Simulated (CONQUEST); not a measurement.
# PbS (Galena) under changes of volume

One of the cells (26.086 Å³/atom); the others are scaled copies at fixed shape and fractional positions:

```
CELL_PARAMETERS angstrom
4.19420 0.00000 0.00000
0.00000 4.19420 0.00000
0.00000 0.00000 5.93150
ATOMIC_POSITIONS crystal
Pb 0.00000 0.00000 0.00000
Pb 0.50000 0.50000 0.50000
S 0.00000 0.00000 0.50000
S 0.50000 0.50000 0.00000
```

```yaml
Program: CONQUEST 1.3
Functional: PBEsol
Potentials_or_basis: PseudoDojo NC PBEsol, DZP, grid of 40 × 40 × 60 points
k_mesh: 6 × 6 × 5
Occupations: fermi-dirac, width 0.05 eV
Spin: no spin polarisation
```

```tsv
volume (Å³/atom)	energy over the lowest point (meV/atom)	pressure (GPa)
24.521	16.53	3.9
25.042	?	?
25.564	1.10	1.0
26.086	0.00	-0.3
26.607	2.80	-1.4
27.129	9.20	-2.5
27.651	18.76	-3.3
```

What does the run at 25.042 Å³/atom give?

Energy over the lowest point 6.36 meV/atom; pressure 2.3 GPa.

Worked out: A Birch-Murnaghan fit of order 3 (a polynomial in V^(-2/3)) to the other rows has its minimum at 25.96 Å³/atom with B0 = V·E''(V) = 61 GPa and B' = 3.7. It gives 6.46 meV/atom at 25.042 Å³/atom, against the run's 6.36, and -dE/dV = 2.4 GPa, against 2.3.

Energies are extrapolated to zero smearing.

Caveats: the basis of atomic orbitals isn't converged, which shifts pressures, moduli and gaps; the real-space grid breaks the cell's symmetry a little (some runs).
